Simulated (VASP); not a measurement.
# InP (F-43m) in VASP: further runs

InP is run at these levels: r2SCAN; tasks: single point.

Program: VASP 6.6.1. These are calculated values, not measurements. Logs are shortened: lines on timing, memory, paths and dates and some standing lists are left out, and cuts for length are marked.

**Measured values to compare with.**

From a printed reference work, data compilation, for a bulk crystal of InP at 1.6 K: band gap 1.4236 eV (direct).

How close the calculation comes is told below.

## Step 1: The cell of the first run

Symmetry: F-43m, No. 216, cubic system. The conventional cell has a = 5.806 Å, b = 5.806 Å, c = 5.806 Å, α = 90.00°, β = 90.00°, γ = 90.00°. Within 3.3 Å of In (site symmetry -43m) lie 4 P at 2.51 Å. Within 3.3 Å of P (site symmetry -43m) lie 4 In at 2.51 Å.

## Step 2: Single point, r2SCAN

Input file POSCAR:

```
InP
1.0
    2.9027510147      2.9027510147      0.0000000000
   -2.9027510147      2.9027510147      0.0000000000
    0.0000000000      2.9027510147      2.9027510147
In P
1 1
Direct
    0.0000000000      0.0000000000      0.0000000000
    0.7500000000      0.2500000000      0.5000000000
```

Input file INCAR.step1:

```
  PREC = Accurate
  ENCUT = 520
  ISMEAR = 0
  SIGMA = 0.01
  LREAL = False
  LASPH = True
  NELM = 100
  NBANDS = 16
  GGA = PE
  ALGO = Normal
  EDIFF = 1E-4
  LWAVE = True
  LCHARG = False
```

Input file INCAR.step2:

```
  PREC = Accurate
  ENCUT = 520
  EDIFF = 1E-7
  ISMEAR = 0
  SIGMA = 0.01
  LREAL = False
  LASPH = True
  NELM = 100
  ALGO = Normal
  ISIF = 2
  LWAVE = False
  LCHARG = True
  METAGGA = R2SCAN
  LMIXTAU = True
  LELF = True
  LVHAR = True
  NBANDS = 16
  ISTART = 1
```

Input file KPOINTS:

```
regular mesh
0
Gamma
  8 8 8
```

Potentials or basis: VASP PAW PBE potentials, release 64 (In_d, P).

Started as:

```
cat potpaw_PBE.64/In_d/POTCAR potpaw_PBE.64/P/POTCAR > POTCAR
cp INCAR.step1 INCAR
mpirun -np 1 vasp_std > vasp.out
cp INCAR.step2 INCAR
mpirun -np 1 vasp_std > vasp.out
```

OUTCAR:

```text
PREC = Accurate
   ENCUT = 520
   EDIFF = 1E-7
   ISMEAR = 0
   LREAL = False
   LASPH = True
   NELM = 100
   ISIF = 2
   METAGGA = R2SCAN
   ISTART = 1

 ion  position               nearest neighbor table
   1  0.000  0.000  0.000-   2 2.51   2 2.51   2 2.51   2 2.51
   2  0.750  0.250  0.500-   1 2.51   1 2.51   1 2.51   1 2.51

  LATTYP: Found a face centered cubic cell.
 ALAT       =     5.8055020294

  Lattice vectors:

 A1 = (   0.0000000000,   2.9027510147,   2.9027510147)
 A2 = (   2.9027510147,   0.0000000000,   2.9027510147)
 A3 = (   2.9027510147,   2.9027510147,   0.0000000000)

Analysis of symmetry for initial positions (statically):
=====================================================================
 Subroutine PRICEL returns:
 Original cell was already a primitive cell.

 Routine SETGRP: Setting up the symmetry group for a
 face centered cubic supercell.

 Subroutine GETGRP returns: Found 24 space group operations
 (whereof 24 operations were pure point group operations)
 out of a pool of 48 trial point group operations.

The static configuration has the point symmetry T_d .

Analysis of symmetry for dynamics (positions and initial velocities):
=====================================================================
 Subroutine PRICEL returns:
 Original cell was already a primitive cell.

 Routine SETGRP: Setting up the symmetry group for a
 face centered cubic supercell.

 Subroutine GETGRP returns: Found 24 space group operations
 (whereof 24 operations were pure point group operations)
 out of a pool of 48 trial point group operations.

The dynamic configuration has the point symmetry T_d .

 Subroutine INISYM returns: Found 24 space group operations
 (whereof 24 operations are pure point group operations),
 and found     1 'primitive' translations

----------------------------------------------------------------------------------------

                                     Primitive cell

  volume of cell :      48.9169

  direct lattice vectors                    reciprocal lattice vectors
     2.902751015  2.902751015  0.000000000     0.172250392  0.172250392 -0.172250392
    -2.902751015  2.902751015  0.000000000    -0.172250392  0.172250392 -0.172250392
     0.000000000  2.902751015  2.902751015     0.000000000  0.000000000  0.344500784

  length of vectors
     4.105109853  4.105109853  4.105109853     0.298346430  0.298346430  0.344500784

  position of ions in fractional coordinates (direct lattice)
     0.000000000  0.000000000  0.000000000
     0.750000000  0.250000000  0.500000000

  ion indices of the primitive-cell ions
   primitive index   ion index
                 1           1
                 2           2

----------------------------------------------------------------------------------------

 KPOINTS: regular mesh

Automatic generation of k-mesh.
 Grid dimensions read from file:
 generate k-points for:    8    8    8

 Generating k-lattice:

  Cartesian coordinates                     Fractional coordinates (reciprocal lattice)
     0.021531299  0.021531299 -0.021531299     0.125000000  0.000000000  0.000000000
    -0.021531299  0.021531299 -0.021531299     0.000000000  0.125000000  0.000000000
     0.000000000  0.000000000  0.043062598     0.000000000  0.000000000  0.125000000

  Length of vectors
     0.037293304  0.037293304  0.043062598

  Shift w.r.t. Gamma in fractional coordinates (k-lattice)
     0.000000000  0.000000000  0.000000000

 Subroutine IBZKPT returns following result:
 ===========================================

 Found     29 irreducible k-points:

 Following reciprocal coordinates:
            Coordinates               Weight
  0.000000  0.000000  0.000000      1.000000
  0.125000  0.000000  0.000000      8.000000
  0.250000  0.000000  0.000000      8.000000
  0.375000  0.000000  0.000000      8.000000
  0.500000  0.000000  0.000000      4.000000
  0.125000  0.125000  0.000000     12.000000
[... 16 lines left out ...]
  0.375000  0.250000  0.125000     48.000000
  0.500000  0.250000  0.125000     24.000000
 [... further k-points ...]
   k-points           NKPTS =     29   k-points in BZ     NKDIM =     29   number of bands    NBANDS=     16
   number of dos      NEDOS =    301   number of ions     NIONS =      2
   total plane-waves  NPLWV =  32768
   dimension x,y,z NGX =    32 NGY =   32 NGZ =   32
   dimension x,y,z NGXF=    64 NGYF=   64 NGZF=   64
   ions per type =               1   1
   NGX,Y,Z   is equivalent  to a cutoff of  12.96, 12.96, 12.96 a.u.
   NGXF,Y,Z  is equivalent  to a cutoff of  25.92, 25.92, 25.92 a.u.
 SYSTEM =  unknown system
   PREC   = accura    normal or accurate (medium, high low for compatibility)
   ISTART =      1    job   : 0-new  1-cont  2-samecut
   ICHARG =      0    charge: 1-file 2-atom 10-const
   ISPIN  =      1    spin polarized calculation?
   LNONCOLLINEAR =      F non collinear calculations
   LSORBIT =      F    spin-orbit coupling
   LASPH  =      T    aspherical Exc in radial PAW
   ENCUT  =  520.0 eV  38.22 Ry    6.18 a.u.   7.63  7.63  7.63*2*pi/ulx,y,z
   NELM   =    100;   NELMIN=  2; NELMDL=  0     # of ELM steps
   EDIFF  = 0.1E-06   stopping-criterion for ELM
   LREAL  =      F    real-space projection
   EDIFFG = 0.1E-05   stopping-criterion for IOM
   NSW    =      0    number of steps for IOM
   IBRION =     -1    ionic relax: 0-MD 1-quasi-New 2-CG
   NFREE  =      0    steps in history (QN), initial steepest desc. (CG)
   ISIF   =      2    stress and relaxation
   ISYM   =      2    0-nonsym 1-usesym 2-fastsym
   POTIM  = 0.5000    time-step for ionic-motion
   TEBEG  =    0.0;   TEEND  =   0.0 temperature during run
   PSTRESS=    0.0 pullay stress
   NELECT =      18.0000    total number of electrons
   NUPDOWN=      -1.0000    fix difference up-down
   EMIN   =  10.00;   EMAX   =-10.00  energy-range for DOS
   EFERMI =   0.00;   METHOD = LEGACY
   ISMEAR =     0;   SIGMA  =   0.01  broadening in eV -4-tet -1-fermi 0-gaus
   EFERMI_NEDOS =   21; number of points for ismear=-14 and -15
   IALGO  =     38    algorithm
   IMIX   =      4    mixing-type and parameters
     AMIX     =   0.40;   BMIX     =  1.00
     AMIX_MAG =   1.60;   BMIX_MAG =  1.00
  volume/ion in A,a.u.               =      24.46       165.05
  Fermi-wavevector in a.u.,A,eV,Ry     =   1.173129  2.216893 18.724778  1.376232
  Thomas-Fermi vector in A             =   2.309547
   LORBIT       =      0    0 simple, 1 ext, 2 COOP (PROOUT), +10 PAW based schemes
   METAGGA = R2SCAN    functional components
   LHFCALC =     F    Hartree Fock is set to
   AEXX    =    0.0000 exact exchange contribution
   IVDW    =     0    specifies the selected vdW correction
   LEPSILON=     F    determine dielectric tensor
   LRPA    =     F    only Hartree local field effects (RPA)
 non-spin polarized calculation
 Gauss-broadening in eV      SIGMA  =   0.01
  energy-cutoff  :      520.00
  volume of cell :       48.92
 maximum number of plane-waves:      1363
   NGX = 15   NGY = 15   NGZ = 15

 number of electron      17.9999995 magnetization

 Free energy of the ion-electron system (eV)
  ---------------------------------------------------
  ext. energy  EPLUGINS =         0.00000000
  ---------------------------------------------------
  free energy    TOTEN  =       -32.26737737 eV

  energy without entropy =      -32.26737737  energy(sigma->0) =      -32.26737737

 E-fermi :   5.4151     XC(G=0): -10.0168

 val. band max:        5.3322627101   @ k =   0.0000   0.0000   0.0000
 cond. band min:       6.6679784462   @ k =   0.0000   0.0000   0.0000
 fundamental gap:      1.3357157362
 Fermi energy:         5.4151426222

 k-point     1 :       0.0000    0.0000    0.0000
  band No.  band energies     occupation
      1      -9.3826      2.00000
      2      -9.3826      2.00000
      3      -9.3826      2.00000
      4      -9.1868      2.00000
      5      -9.1868      2.00000
      6      -6.8747      2.00000
[... 8 lines left out ...]
     15      15.2982      0.00000
     16      15.2982      0.00000

 k-point     2 :       0.1250    0.0000    0.0000
  band No.  band energies     occupation
      1      -9.4076      2.00000
      2      -9.3736      2.00000
      3      -9.3736      2.00000
      4      -9.1866      2.00000
      5      -9.1866      2.00000
      6      -6.6766      2.00000
[... 8 lines left out ...]
     15      14.6269      0.00000
     16      15.4064      0.00000

 k-point     3 :       0.2500    0.0000    0.0000
  band No.  band energies     occupation
      1      -9.4633      2.00000
      2      -9.3543      2.00000
      3      -9.3543      2.00000
      4      -9.1838      2.00000
      5      -9.1838      2.00000
      6      -6.1261      2.00000
[... 8 lines left out ...]
     15      14.4063      0.00000
     16      15.0560      0.00000

 k-point     4 :       0.3750    0.0000    0.0000
  band No.  band energies     occupation
      1      -9.5140      2.00000
      2      -9.3391      2.00000
      3      -9.3391      2.00000
      4      -9.1765      2.00000
      5      -9.1765      2.00000
      6      -5.3892      2.00000
[... 8 lines left out ...]
     15      15.4344      0.00000
     16      15.4344      0.00000
[... 324 lines left out ...]
 k-point    22 :       0.2500    0.2500    0.1250
  band No.  band energies     occupation
      1      -9.5100      2.00000
      2      -9.3310      2.00000
      3      -9.3235      2.00000
      4      -9.2049      2.00000
      5      -9.1690      2.00000
      6      -5.6718      2.00000
[... 8 lines left out ...]
     15      16.1758      0.00000
     16      17.7857      0.00000

 k-point    23 :       0.3750    0.2500    0.1250
  band No.  band energies     occupation
      1      -9.5401      2.00000
      2      -9.3230      2.00000
      3      -9.3059      2.00000
      4      -9.2007      2.00000
      5      -9.1688      2.00000
      6      -4.9977      2.00000
[... 8 lines left out ...]
     15      16.9478      0.00000
     16      17.4416      0.00000

 k-point    24 :       0.5000    0.2500    0.1250
  band No.  band energies     occupation
      1      -9.5512      2.00000
      2      -9.3216      2.00000
      3      -9.2996      2.00000
      4      -9.1940      2.00000
      5      -9.1719      2.00000
      6      -4.6188      2.00000
[... 8 lines left out ...]
     15      16.7033      0.00000
     16      17.4363      0.00000

 [... further k-points ...]

------------------------ aborting loop because EDIFF is reached ----------------------------------------

  FORCE on cell =-STRESS in cart. coord.  units (eV):
  Direction    XX          YY          ZZ          XY          YZ          ZX
  --------------------------------------------------------------------------------------
  -------------------------------------------------------------------------------------
  Total        1.1792870      1.1792870      1.1792870      0.0000000      0.0000000      0.0000000
  in kB       38.6251986     38.6251986     38.6251986      0.0000000      0.0000000      0.0000000
  external PRESSURE =      38.6251986 kB  Pullay stress =       0.0000000 kB

 VOLUME and BASIS-vectors are now :
 -----------------------------------------------------------------------------
  energy-cutoff  :      520.00
  volume of cell :       48.92
      direct lattice vectors                 reciprocal lattice vectors
     2.902751015  2.902751015  0.000000000     0.172250392  0.172250392 -0.172250392
    -2.902751015  2.902751015  0.000000000    -0.172250392  0.172250392 -0.172250392
     0.000000000  2.902751015  2.902751015     0.000000000  0.000000000  0.344500784

 POSITION                                       TOTAL-FORCE (eV/Angst)
 -----------------------------------------------------------------------------------
      0.00000      0.00000      0.00000        -0.000000      0.000000     -0.000000
      1.45138      4.35413      1.45138         0.000000     -0.000000      0.000000
 -----------------------------------------------------------------------------------
    total drift:                                0.000003     -0.000000      0.000000

  FREE ENERGIE OF THE ION-ELECTRON SYSTEM (eV)
  ---------------------------------------------------
  free  energy   TOTEN  =       -32.2673773743 eV

  energy  without entropy=      -32.2673773743  energy(sigma->0) =      -32.26737737
```

Run time: 71 s. Hardware: 1 thread of Intel Xeon Platinum 8259CL at 2.50GHz (Skylake/Cascade Lake), shared host; peak memory 0.19 GiB.

Results:

```
Free energy            : -32.2674 eV
Pressure               : 3.9 GPa
Band gap on the k mesh : 1.34 eV, direct
```

Caveat: the PAW data sets were made with another functional, which shifts forces and pressure a little; spin-orbit coupling is left out, which moves the levels of the heavy elements. r2SCAN opens gaps a little over a GGA but as a rule still falls short of measured ones.

(Continued in part 2 of 2.)
